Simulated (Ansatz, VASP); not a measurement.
## Pt in VASP and in Ansatz

File INCAR:

```
SYSTEM = Pt
PREC     = Accurate       ! precision mode
ENCUT    = 520            ! plane-wave cutoff, eV
EDIFF    = 1E-6           ! SCF threshold, eV
ISMEAR   = -1             ! smearing method
SIGMA    = 0.05           ! smearing width, eV
LREAL    = .FALSE.        ! projectors in reciprocal space
LASPH    = .TRUE.         ! aspherical terms in the spheres
NELM     = 80             ! most SCF steps
ALGO     = Fast           ! electronic algorithm
ISIF     = 2              ! what is computed and relaxed
LWAVE    = .FALSE.        ! write WAVECAR
LCHARG   = .FALSE.        ! write CHGCAR
NBANDS   = 11             ! bands
```

File KPOINTS:

```
Automatic mesh
0
G
  12 12 12
  0 0 0
```

POSCAR

```
Pt
1.0
    0.0000000000      1.9609000000      1.9609000000
    1.9609000000      0.0000000000      1.9609000000
    1.9609000000      1.9609000000      0.0000000000
Pt
1
Direct
    0.0000000000      0.0000000000      0.0000000000
```

File input.yaml:

```yaml
crystal:
  lattice:
    - [0.0, 1.9609, 1.9609]
    - [1.9609, 0.0, 1.9609]
    - [1.9609, 1.9609, 0.0]
  atoms:
    - { symbol: Pt, position: [0.0, 0.0, 0.0] }
hamiltonian:
  xc: lda
  pseudopotentials: { kind: paw }
kpoints:
  mp_grid: { grid: [12, 12, 12] }
  band_path:
    path:
      - [[0.0, 0.0, 0.0], [0.5, 0.0, 0.5], [0.5, 0.25, 0.75], [0.375, 0.375, 0.75], [0.0, 0.0, 0.0], [0.5, 0.5, 0.5], [0.625, 0.25, 0.625], [0.5, 0.25, 0.75], [0.5, 0.5, 0.5], [0.375, 0.375, 0.75]]
      - [[0.625, 0.25, 0.625], [0.5, 0.0, 0.5]]
    npoints: 14
scf:
  occupations: { method: fermi_dirac, width: 0.05 }
  n_extra_bands: 6
output:
  forces: true
  stress: true
  eigenvalues: true
  fatbands: true
```

Alike in both runs: functional LDA; k mesh 12 × 12 × 12; occupations fermi-dirac, width 0.05 eV; no spin polarisation.

|  | VASP | Ansatz |
| --- | --- | --- |
| version | VASP 6.6.1 | Ansatz 0.2.0 |
| potentials or method | VASP PAW LDA potentials, release 64 (Pt) | Ansatz PAW |
| plane-wave cutoff (eV) | 520 | 420 |
| valence electrons in the cell | 10 | 18 |
| task | single point | band structure |

|  | VASP | Ansatz | Ansatz less VASP |
| --- | --- | --- | --- |
| gap on the k mesh at the Fermi level (eV) | none | none | - |
| pressure (GPa) | -5.3 | -6.0 | -0.72 |

A gap of «none» marks a metal or a gap that the smearing closes. The two sets of potentials don't hold the same shells in valence.

Caveats: spin-orbit coupling is left out, which moves the levels of the heavy elements (Ansatz); the PAW data sets come from PBE, with cores solved anew for the run's functional, which leaves a small shift of forces and pressure (Ansatz). Spin-orbit coupling is left out, which matters for the levels of Pt.
